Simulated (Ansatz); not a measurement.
# Pd (Fm-3m) in Ansatz: further runs

The runs below take Pd through single point, equation of state, with PBE0.

Everything below comes from runs of Ansatz 0.2.0. Logs are shortened: lines on timing, memory, paths and dates and some standing lists are left out, and cuts for length are marked.

### 1 Starting point

Symmetry: Fm-3m, No. 225, cubic system. Conventional cell: a = 3.893 Å, b = 3.893 Å, c = 3.893 Å, α = 90.00°, β = 90.00°, γ = 90.00°. Around Pd (site symmetry m-3m) lie 12 Pd at 2.75 Å.

### 2 Single point, PBE0, 13.87 Å³/atom (volume scaled by 0.94)

File input:

```
crystal:
  lattice:
    - [0.0, 1.9067643606, 1.9067643606]
    - [1.9067643606, 0.0, 1.9067643606]
    - [1.9067643606, 1.9067643606, 0.0]
  atoms:
    - { symbol: Pd, position: [0.0, 0.0, 0.0] }
hamiltonian:
  xc: pbe0
  pseudopotentials: { kind: paw }
kpoints:
  mp_grid: { grid: [8, 8, 8] }
scf:
  occupations: { method: fermi_dirac, width: 0.05 }
output:
  forces: true
  stress: true
  eigenvalues: true
  write_density: true
  write_potential: true
  elf: true
  volumetric_format: npy
```

Potentials or basis: Ansatz PAW.

The program printed:

```text
Warning: output.stress: scf.convergence.dr2_threshold = 1e-7 eV (the SCF's general default) is looser than the 1e-10 eV advised for a printed stress (1e-10 eV for each atom of the cell: 1). What an SCF threshold leaves in a stress goes as its square root, and in the free energy as the threshold itself, and one threshold admits the most on a small cell: of the crystals measured, under no hybrid functional and no lock of the moments, on runs that ended without the residual-converged pass, on stresses that held no estimate of that error, the worst erred by over 100 MPa in a component at 1e-7 eV an atom and by under 5 at 1e-10. Set scf.convergence.dr2_threshold to 1e-10 eV or tighter. The threshold is an SCF's pass mark: one that does not reach it within its budget of iterations ends unconverged, or closes short of it on a stop that the run arms, and scf.convergence.dr2_threshold's page says what that costs each kind of run
Warning: output.stress: scf.exx.energy_threshold = 1e-6 eV is looser than the 1e-8 eV advised for a stress under a hybrid functional (1e-8 eV for each atom of the cell: 1). Every SCF of the exchange loop can meet its threshold on dr2 while the loop round them stops early: no threshold on dr2 bounds what that leaves in the stress. Set scf.exx.energy_threshold to 1e-8 eV or tighter. The threshold is the loop's pass mark: a loop that does not reach it within its budget of cycles ends unconverged, and scf.exx.energy_threshold's page has the law
GPUs: using 1 of 1 available (devices: 1).
Engine: ansatz 0.2.0, x86_64-unknown-linux-gnu
Pseudopotentials: kind: paw
Pseudopotential: Pd, paw, valence charge 18, recommended cutoff 420 eV (normal), Pd.paw.azcp
Functional definition: PBE0
  parameter a = 0.25
  parameter kappa = 0.804
  parameter beta = 0.06672455060314922
  exchange = (1 - a)*pbe_x(kappa = kappa, mu = beta*pi^2/3) + a*exact_x
  correlation = pbe_c(beta = beta)
device memory: the entry about to start is reckoned to put 0.4 GiB on a device that reports 45.8 GiB free (of which the cap on the GPU budget leaves the run 18.0 GiB)
GPU FFT provider: cuFFT
GPU libraries: cuBLAS 13.8.2, cuFFT 12.4.0, cuSOLVER 12.3.4
Crystal: 1 atoms, lattice volume = 13.865 Å³
Basis set: ecut = 420 eV, 283 PW (Γ), exchange–correlation on 40×40×40 points (8 copies of the dense FFT grid, shifted against one another)
Bands: 13, of which v1, the nominal top of the filled ones, is band 9 counted from 1 (8 counted from 0)
Symmetry: 48 space group operations
Space group: Fm-3m (ITA 225), of the structure as read, at distance tolerance 2.4e-5 Å
k-points: 29 of 512
Non-local potential: Pd, projectors of the file, l = 0: 2, l = 1: 2, l = 2: 2, l = 3: 1
PAW form: soft (Blöchl's): semilocal exchange-correlation on the pseudo side does not see the compensation charge
PAW frozen core: Pd, regenerated for the run's functional, and the local potential with it (the file was generated under x = pbe(κ = 0.804, μ = 0.2195149727645171), c = pbe(β = 0.06672455060314922))
PAW one-centre angular grid: Pd, 590 points (default); XC on 64 Gauss nodes
Initial density: superposition of atomic densities (neutral atoms: chi_scale 0, normalization atom), corrected by the library's trained network
Initial wavefunctions: pseudopotential atomic-orbital guess
GPU buffer pool allocated for 8000 grid points (all kernels)
GPU transforms: local potential and band sums: pruned to the plane-wave sphere, on 18×18×18
Functional: x = pbe(κ = 0.804, μ = 0.2195149727645171), c = pbe(β = 0.06672455060314922), warm-up for x = 0.75 pbe(κ = 0.804, μ = 0.2195149727645171) + 0.25 exact, c = pbe(β = 0.06672455060314922)
SCF iter   1: F=—  HF=-6972.741322 eV  |F-HF|=—  |Δ(HF+E_count)|=         —  Δρ=6.72e-3  dr2=4.49e-3  ethr=1.77e-3  ⟨swp⟩=7.2  Hψ=1649  notcnv=0
preconditioner: auto → none  [metal: Δε(μ)=0.054 eV  Ē_g=14.920 eV  σ=0.050 eV  W_gap=0.25  n_scr=0 (ndim 8)  ℏωp=31.5 eV  f_vac=0.000  D(μ)=2.14/eV (n_scr^D=26)]
SCF iter   2: F=—  HF=-6972.740701 eV  |F-HF|=—  |Δ(HF+E_count)|=   6.21e-4  Δρ=3.32e-3  dr2=6.98e-4  ethr=2.50e-5  ⟨swp⟩=3.6  Hψ=1021  notcnv=0  defer=2
SCF iter   3: F=—  HF=-6972.740523 eV  |F-HF|=—  |Δ(HF+E_count)|=   1.78e-4  Δρ=1.43e-3  dr2=8.30e-5  ethr=3.88e-6  ⟨swp⟩=3.0  Hψ=790  notcnv=0
iter 4 solved again at ethr=9.58e-9 eV; its pass at ethr=4.61e-7 eV (dr2=1.73e-6 eV) is discarded
SCF iter   4: F=—  HF=-6972.740540 eV  |F-HF|=—  |Δ(HF+E_count)|=   1.67e-5  Δρ=2.24e-4  dr2=1.76e-6  ethr=9.58e-9  ⟨swp⟩=2.1  Hψ=1306  notcnv=0
SCF iter   5: F=—  HF=-6972.740541 eV  |F-HF|=—  |Δ(HF+E_count)|=   1.36e-6  Δρ=2.17e-5  dr2=1.42e-8  ethr=9.58e-9  ⟨swp⟩=2.6  Hψ=666  notcnv=0
SCF iter   6: F=-6972.740541 eV  HF=-6972.740541 eV  |F-HF|=1.23e-10  |Δ(HF+E_count)|=   2.06e-8  Δρ=1.41e-6  dr2=2.06e-10  ethr=7.91e-11  ⟨swp⟩=3.0  Hψ=854  notcnv=0
SCF 1 converged in 6 iterations: F = -6972.740541 eV  dr2 = 2.06e-10
device memory: the entry about to start is reckoned to put 1.0 GiB on a device that reports 46.3 GiB free (of which the cap on the GPU budget leaves the run 18.0 GiB)
GPU FFT provider: cuFFT
GPU libraries: cuBLAS 13.8.2, cuFFT 12.4.0, cuSOLVER 12.3.4
Initial density: handed on by an earlier stage of this run
Initial wavefunctions: those handed on with the density
GPU buffer pool allocated for 8000 grid points (all kernels)
GPU transforms: local potential and band sums: pruned to the plane-wave sphere, on 18×18×18
Functional: x = 0.75 pbe(κ = 0.804, μ = 0.2195149727645171) + 0.25 exact, c = pbe(β = 0.06672455060314922)
[... 60 lines left out ...]
GPU transforms: local potential and band sums: pruned to the plane-wave sphere, on 18×18×18
Exchange kernel: α = 0.2500, full range, Wigner–Seitz truncation, v(0) = 12804.8008 eV·Å³, q-mesh 8×8×8, nearest image of the exchange supercell L = 21.57 Å, pair-density grid 12×12×12, without the augmentation charges, whose exchange is taken in its separable form by FFT convolution over the k-point mesh (sized by the pseudopotential files, 15×15×15 at the most), smooth part of the exact exchange by density-matrix convolution in up to 1.79 GiB of GPU memory as planned if the GPU has room (build and FFT work areas not counted)
Frozen-core exchange: fock
iter 1 solved again at ethr=1.78e-6 eV; its pass at ethr=1.00e-1 eV (dr2=3.20e-4 eV) is discarded
SCF iter   1: F=—  HF=-6974.531952 eV  |F-HF|=—  |Δ(HF+E_count)|=         —  Δρ=4.11e-3  dr2=3.57e-4  ethr=1.78e-6  ⟨swp⟩=2.6  Hψ=1151  notcnv=0
preconditioner: auto → none  [insulator: Δε(μ)=0.292 eV  Ē_g=17.347 eV  σ=0.050 eV  W_gap=0.52  n_scr=0 (ndim 8)  ℏωp=31.5 eV  f_vac=0.000  D(μ)=0.94/eV (n_scr^D=14)]
SCF iter   2: F=—  HF=-6974.531813 eV  |F-HF|=—  |Δ(HF+E_count)|=   1.39e-4  Δρ=1.94e-3  dr2=8.98e-5  ethr=1.78e-6  ⟨swp⟩=2.0  Hψ=642  notcnv=0
SCF iter   3: F=—  HF=-6974.531778 eV  |F-HF|=—  |Δ(HF+E_count)|=   3.47e-5  Δρ=3.18e-4  dr2=2.42e-5  ethr=4.17e-7  ⟨swp⟩=2.1  Hψ=645  notcnv=0
iter 4 solved again at ethr=6.14e-11 eV; its pass at ethr=6.27e-8 eV (dr2=1.11e-8 eV) is discarded
SCF iter   4: F=—  HF=-6974.531774 eV  |F-HF|=—  |Δ(HF+E_count)|=   3.70e-6  Δρ=1.64e-5  dr2=1.27e-5  ethr=6.14e-11  ⟨swp⟩=4.2  Hψ=1899  notcnv=0
SCF iter   5: F=—  HF=-6974.531829 eV  |F-HF|=—  |Δ(HF+E_count)|=   5.50e-5  Δρ=1.72e-4  dr2=1.83e-6  ethr=6.14e-11  ⟨swp⟩=4.9  Hψ=1343  notcnv=0
SCF iter   6: F=—  HF=-6974.531829 eV  |F-HF|=—  |Δ(HF+E_count)|=   2.55e-7  Δρ=6.98e-6  dr2=1.22e-6  ethr=6.14e-11  ⟨swp⟩=3.0  Hψ=907  notcnv=0
SCF iter   7: F=—  HF=-6974.531834 eV  |F-HF|=—  |Δ(HF+E_count)|=   4.82e-6  Δρ=5.33e-5  dr2=1.80e-7  ethr=2.07e-11  ⟨swp⟩=4.3  Hψ=1092  notcnv=0
SCF iter   8: F=—  HF=-6974.531834 eV  |F-HF|=—  |Δ(HF+E_count)|=   2.52e-8  Δρ=1.54e-7  dr2=1.21e-7  ethr=2.07e-11  ⟨swp⟩=3.0  Hψ=869  notcnv=0
Mixer restart at iter 8: flushing history
SCF iter   9: F=-6974.531834 eV  HF=-6974.531834 eV  |F-HF|=2.61e-9  |Δ(HF+E_count)|=   4.76e-7  Δρ=1.66e-5  dr2=1.78e-8  ethr=1.00e-12  ⟨swp⟩=4.8  Hψ=1158  notcnv=0
SCF 6 converged in 9 iterations: F = -6974.531834 eV  dr2 = 1.78e-8
hybrid outer 1: dexx = +8.379e-5 eV, tail = 1.47e-7 eV
GPU FFT provider: cuFFT
GPU libraries: cuBLAS 13.8.2, cuFFT 12.4.0, cuSOLVER 12.3.4
GPU buffer pool allocated for 8000 grid points (all kernels)
GPU transforms: local potential and band sums: pruned to the plane-wave sphere, on 18×18×18
Exchange kernel: α = 0.2500, full range, Wigner–Seitz truncation, v(0) = 12804.8008 eV·Å³, q-mesh 8×8×8, nearest image of the exchange supercell L = 21.57 Å, pair-density grid 12×12×12, without the augmentation charges, whose exchange is taken in its separable form by FFT convolution over the k-point mesh (sized by the pseudopotential files, 15×15×15 at the most), smooth part of the exact exchange by density-matrix convolution in up to 1.79 GiB of GPU memory as planned if the GPU has room (build and FFT work areas not counted)
Frozen-core exchange: fock
SCF iter   1: F=—  HF=-6974.531835 eV  |F-HF|=—  |Δ(HF+E_count)|=         —  Δρ=2.33e-5  dr2=1.11e-8  ethr=4.09e-9  ⟨swp⟩=3.1  Hψ=831  notcnv=0
preconditioner: auto → none  [insulator: Δε(μ)=0.294 eV  Ē_g=17.346 eV  σ=0.050 eV  W_gap=0.52  n_scr=0 (ndim 8)  ℏωp=31.5 eV  f_vac=0.000  D(μ)=0.94/eV (n_scr^D=14)]
SCF iter   2: F=-6974.531835 eV  HF=-6974.531835 eV  |F-HF|=1.42e-9  |Δ(HF+E_count)|=   4.21e-9  Δρ=1.25e-5  dr2=2.83e-9  ethr=5.23e-11  ⟨swp⟩=2.7  Hψ=669  notcnv=0  defer=1
SCF 7 converged in 2 iterations: F = -6974.531835 eV  dr2 = 2.83e-9
  Residual-converged pass: ⟨swp⟩=2.8  Hψ=708  notcnv=0  max |occ|·‖R‖ = 2.4e-6 eV (tolerance 2.4e-6 eV)  dr2=2.81e-9  dr2_onsite=6.33e-10  max |Δocc| = 3.6e-14
hybrid outer 2: dexx = +1.065e-8 eV, tail = 7.04e-9 eV, Δε = 2.56e-4 eV (about 5.71e-5 eV left of the loop's levels)
hybrid SCF converged: 2 outer / 11 inner (+0 warm-up), last move |dexx| = 1.07e-8 eV, tail = 7.04e-9 eV
Stability not checked: this state was not tested for a lower state beside it, because the functional holds exact exchange (a hybrid, or Hartree-Fock), whose exchange loop this test does not read (fock_operator; see scf.lower_state_search)
Free energy (F): -6974.531835 eV
Frozen-core exchange: fock
Harris-Foulkes:  -6974.531835 eV  (|F-HF|=1.42e-9)
Internal energy: -6974.525207 eV  (E = F + TS)
E sigma→0 (E₀):  -6974.528521 eV
Entropy (-TS):   -0.006628 eV (-6.628 meV/atom)
Fermi energy:    20.819194 eV
--- Per-component energies (eV) ---
  E_band       = -159.373007
  E_kinetic    = 518.033437
  E_local      = -1667.850175  (includes V_loc(G=0)·N_el)
  E_nonlocal   = 217.735709
  E_hartree    = 685.244053
  E_xc         = -131.080025
  E_vxc        = -164.315589  (∫ρ·V_xc dr)
  E_exx        = -78.415789  (= α·E_x^exact, valence–valence)
  E_paw        = -3713.064415  (= ΣΔE_a)
  E_vpaw       = -276.633025  (= ΣTr[D̂ρ^β])
  E_aug_tail   = 0.000244  (compensation charges beyond the density's cutoff)
  E_ewald      = -2804.568605
  E_core_change = -0.559640  (= ΣΔE_core)
  E_smearing   = -0.006628  (= −TS)
  E_closure    = -0.000001  (closes the sum)
  Σ components = -6974.531835   (vs F -6974.531835, Δ=0.00e0)
--- Forces (eV/Å), atoms counted from 1 ---
  atom   1  Pd    -0.00000000    -0.00000000    -0.00000000
  max |Σ_I F_I| component: 4.31e-27 eV/Å
--- Stress (GPa, compression-positive) ---
       16.830939       0.000000       0.000000
       -0.000000      16.830939       0.000000
        0.000000      -0.000000      16.830939
  P = ⅓ Tr σ = 16.8309 GPa (168.309 kbar)
--- Band table (eV; the first three rows and the last of 29) ---
  k-point 0: bands = ["-68.1378", "-32.1900", "-32.1900", "-32.1900", "12.4286", "16.7956", "16.7956", "16.7956", "18.5890", "18.5890", "39.6266", "44.8979", "44.8979"]
  k-point 1: bands = ["-68.1260", "-32.2813", "-32.2049", "-32.2049", "13.0839", "16.6130", "17.0057", "17.0057", "18.5215", "18.5215", "40.2876", "42.2173", "45.6927"]
  k-point 2: bands = ["-68.0965", "-32.4987", "-32.2410", "-32.2410", "14.1911", "17.0908", "17.0908", "17.1397", "18.9507", "18.9507", "37.8475", "40.9312", "47.4088"]
  k-point 28: bands = ["-68.0271", "-32.6023", "-32.6023", "-32.4361", "14.8916", "16.2100", "16.2100", "18.5154", "21.4829", "31.9299", "31.9299", "33.7344", "34.8080"]
```

It took 37 s on 1 × NVIDIA H100 80GB HBM3 with 2 threads of AMD EPYC 7R13 (Zen 3), shared host; peak memory 1.9 GiB.

Results:

```yaml
Free_energy: -6974.5318 eV
Pressure: 16.8 GPa
Band_gap_on_the_k_mesh: none (metal or under the smearing width)
```

Caveat: the pressure holds a Pulay correction of +0.3 GPa for the finite cutoff; the PAW data sets come from PBE, with cores solved anew for the run's functional, which leaves a small shift of forces and pressure; the thresholds are loose for stress.

### 3 Single point, PBE0, 14.16 Å³/atom (volume scaled by 0.96)

File input:

```
crystal:
  lattice:
    - [0.0, 1.9201927211, 1.9201927211]
    - [1.9201927211, 0.0, 1.9201927211]
    - [1.9201927211, 1.9201927211, 0.0]
  atoms:
    - { symbol: Pd, position: [0.0, 0.0, 0.0] }
hamiltonian:
  xc: pbe0
  pseudopotentials: { kind: paw }
kpoints:
  mp_grid: { grid: [8, 8, 8] }
scf:
  occupations: { method: fermi_dirac, width: 0.05 }
output:
  forces: true
  stress: true
  eigenvalues: true
```

Potentials or basis: Ansatz PAW.

Run time: 33 s. Hardware: 1 × NVIDIA H100 80GB HBM3 with 2 threads of AMD EPYC 7R13 (Zen 3), shared host; peak memory 1.9 GiB.

It converged, with:

* Free energy: -6974.5579 eV
* Pressure: 11.5 GPa
* Band gap on the k mesh: none (metal or under the smearing width)

Caveat: the pressure holds a Pulay correction of +0.3 GPa for the finite cutoff; the PAW data sets come from PBE, with cores solved anew for the run's functional, which leaves a small shift of forces and pressure; the thresholds are loose for stress.

### 4 Single point, PBE0, 14.46 Å³/atom (volume scaled by 0.98)

Changes to input since step 3:

```diff
@@ -2,5 +2,5 @@
   lattice:
-    - [0.0, 1.9201927211, 1.9201927211]
-    - [1.9201927211, 0.0, 1.9201927211]
-    - [1.9201927211, 1.9201927211, 0.0]
+    - [0.0, 1.933435848, 1.933435848]
+    - [1.933435848, 0.0, 1.933435848]
+    - [1.933435848, 1.933435848, 0.0]
   atoms:
```

Wall time 26 s (1 × NVIDIA H100 80GB HBM3 with 2 threads of AMD EPYC 7R13 (Zen 3), shared host); peak memory 1.9 GiB.

It converged, with:

```
Free energy            : -6974.5748 eV
Pressure               : 6.9 GPa
Band gap on the k mesh : none (metal or under the smearing width)
```

Caveat: the pressure holds a Pulay correction of +0.3 GPa for the finite cutoff; the PAW data sets come from PBE, with cores solved anew for the run's functional, which leaves a small shift of forces and pressure; the thresholds are loose for stress.

### 5 Single point, PBE0, 14.75 Å³/atom

Changes to input since step 4:

```diff
@@ -2,5 +2,5 @@
   lattice:
-    - [0.0, 1.933435848, 1.933435848]
-    - [1.933435848, 0.0, 1.933435848]
-    - [1.933435848, 1.933435848, 0.0]
+    - [0.0, 1.9465, 1.9465]
+    - [1.9465, 0.0, 1.9465]
+    - [1.9465, 1.9465, 0.0]
   atoms:
```

It took 64 s on 1 × NVIDIA H100 80GB HBM3 with 2 threads of AMD EPYC 7R13 (Zen 3), shared host; peak memory 1.9 GiB.

It converged, with:

| Item | Value |
| --- | --- |
| Free energy | -6974.5837 eV |
| Pressure | 2.8 GPa |
| Band gap on the k mesh | none (metal or under the smearing width) |

Caveat: the PAW data sets come from PBE, with cores solved anew for the run's functional, which leaves a small shift of forces and pressure; the thresholds are loose for stress.

### 6 Single point, PBE0, 15.05 Å³/atom (volume scaled by 1.02)

Changes to input since step 5:

```diff
@@ -2,5 +2,5 @@
   lattice:
-    - [0.0, 1.9465, 1.9465]
-    - [1.9465, 0.0, 1.9465]
-    - [1.9465, 1.9465, 0.0]
+    - [0.0, 1.9593911042, 1.9593911042]
+    - [1.9593911042, 0.0, 1.9593911042]
+    - [1.9593911042, 1.9593911042, 0.0]
   atoms:
```

Potentials or basis: Ansatz PAW.

It took 66 s on 1 × NVIDIA H100 80GB HBM3 with 2 threads of AMD EPYC 7R13 (Zen 3), shared host; peak memory 1.9 GiB.

The run converged. Its results:

```yaml
Free_energy: -6974.5854 eV
Pressure: -0.8 GPa
Band_gap_on_the_k_mesh: none (metal or under the smearing width)
```

Caveat: the PAW data sets come from PBE, with cores solved anew for the run's functional, which leaves a small shift of forces and pressure; the thresholds are loose for stress.

### 7 Single point, PBE0, 15.34 Å³/atom (volume scaled by 1.04)

Changes to input since step 6:

```diff
@@ -2,5 +2,5 @@
   lattice:
-    - [0.0, 1.9593911042, 1.9593911042]
-    - [1.9593911042, 0.0, 1.9593911042]
-    - [1.9593911042, 1.9593911042, 0.0]
+    - [0.0, 1.9721147795, 1.9721147795]
+    - [1.9721147795, 0.0, 1.9721147795]
+    - [1.9721147795, 1.9721147795, 0.0]
   atoms:
```

Run time: 25 s. Hardware: 1 × NVIDIA H100 80GB HBM3 with 2 threads of AMD EPYC 7R13 (Zen 3), shared host; peak memory 1.9 GiB.

It converged, with:

- Free energy: -6974.5810 eV
- Pressure: -4.0 GPa
- Band gap on the k mesh: none (metal or under the smearing width)

Caveat: the PAW data sets come from PBE, with cores solved anew for the run's functional, which leaves a small shift of forces and pressure; the thresholds are loose for stress.

### 8 Single point, PBE0, 15.64 Å³/atom (volume scaled by 1.06)

Changes to input since step 7:

```diff
@@ -2,5 +2,5 @@
   lattice:
-    - [0.0, 1.9721147795, 1.9721147795]
-    - [1.9721147795, 0.0, 1.9721147795]
-    - [1.9721147795, 1.9721147795, 0.0]
+    - [0.0, 1.9846763588, 1.9846763588]
+    - [1.9846763588, 0.0, 1.9846763588]
+    - [1.9846763588, 1.9846763588, 0.0]
   atoms:
```

Wall time 24 s (1 × NVIDIA H100 80GB HBM3 with 2 threads of AMD EPYC 7R13 (Zen 3), shared host); peak memory 1.9 GiB.

Results (log left out):

```yaml
Free_energy: -6974.5711 eV
Pressure: -6.7 GPa
Band_gap_on_the_k_mesh: none (metal or under the smearing width)
```

Caveat: the PAW data sets come from PBE, with cores solved anew for the run's functional, which leaves a small shift of forces and pressure; the thresholds are loose for stress.

### 9 Equation of state, PBE0

Potentials or basis: Ansatz PAW.

No new run: the results of the series are fitted here.

What came out:

```yaml
Equilibrium_volume: 14.98 Å³/atom
Bulk_modulus: 177 GPa
Pressure_derivative_of_the_bulk_modulus: 5.6
```

Energy against volume, from the lowest point:
```tsv
volume (Å³/atom)	energy (meV/atom)
13.865	53.58
14.160	27.47
14.455	10.59
14.750	1.71
15.045	0.00
15.340	4.37
15.635	14.35
```

Caveat: the PAW data sets were made with another functional, which shifts forces and pressure a little.
